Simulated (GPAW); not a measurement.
# GaN: band structure with BEEF-vdW

**Experimental background.**

From a printed reference work, textbook, for a bulk crystal of GaN at 0 K: band gap 3.299 eV (direct).

Crystal: GaN.

```
Ga N
1.0
     0.00000    2.25350    2.25350
     2.25350    0.00000    2.25350
     2.25350    2.25350    0.00000
Ga N
1 1
Direct
  0.00000 0.00000 0.00000
  0.25000 0.25000 0.25000
```

The cell is a database's computed one.

```
Program                   : GPAW 26.7.0
Task                      : band structure
Functional                : BEEF-vdW
Potentials or basis       : GPAW PAW data sets (gpaw-data 1.2.1)
Cutoff                    : 800 eV
Basis                     : pw
k mesh                    : 10 × 10 × 10
Occupations               : fermi-dirac, width 0.05 eV
Spin                      : spin-orbit coupling, no magnetisation
Maxiter                   : 150
Band path                 : GXWKGLUWLK,UX
Band points               : 80
spin axis theta (degrees) : 0
spin axis phi (degrees)   : 0
Soc after scf             : second variation
```

```json
{"Band gap on the k mesh": "1.95 eV, direct", "Band gap along the path": "1.95 eV, direct"}
```

Levels at the corners of the path, in eV from the valence-band top:
```tsv
point	band 6	band 7	band 8	band 9	band 10	band 11
Γ	0.00	0.00	0.00	1.95	1.95	10.31
X	-2.60	-2.56	-2.56	3.63	3.63	6.86
W	-3.65	-3.47	-3.42	6.47	6.48	8.51
K	-4.10	-2.08	-2.08	5.27	5.27	8.03
Γ	0.00	0.00	0.00	1.95	1.95	10.31
L	-0.95	-0.91	-0.91	4.86	4.86	8.99
U	-4.10	-2.08	-2.08	5.27	5.27	8.03
W	-3.65	-3.47	-3.42	6.47	6.48	8.51
L	-0.95	-0.91	-0.91	4.86	4.86	8.99
K	-4.10	-2.08	-2.08	5.27	5.27	8.03
U	-4.10	-2.08	-2.08	5.27	5.27	8.03
X	-2.60	-2.56	-2.56	3.63	3.63	6.86
```

Wall time 23 s on 1 thread of Intel(R) Xeon(R) Platinum 8488C (Sapphire Rapids) (shared host), peak memory 0.27 GiB.

A measured gap of GaN is 3.299 eV (direct; 0 K; a printed reference work, textbook); the calculated 1.95 eV misses it by -1.35 eV. The value is that of BEEF-vdW, without temperature or zero-point motion. The cell is a database's relaxed one, not the measured one, which moves gaps too.

Caveat: spin-orbit coupling was added after a scalar SCF, so levels and gaps hold it while energy, forces, pressure and moments don't; this program's spin-orbit splittings come out too wide for heavy elements.
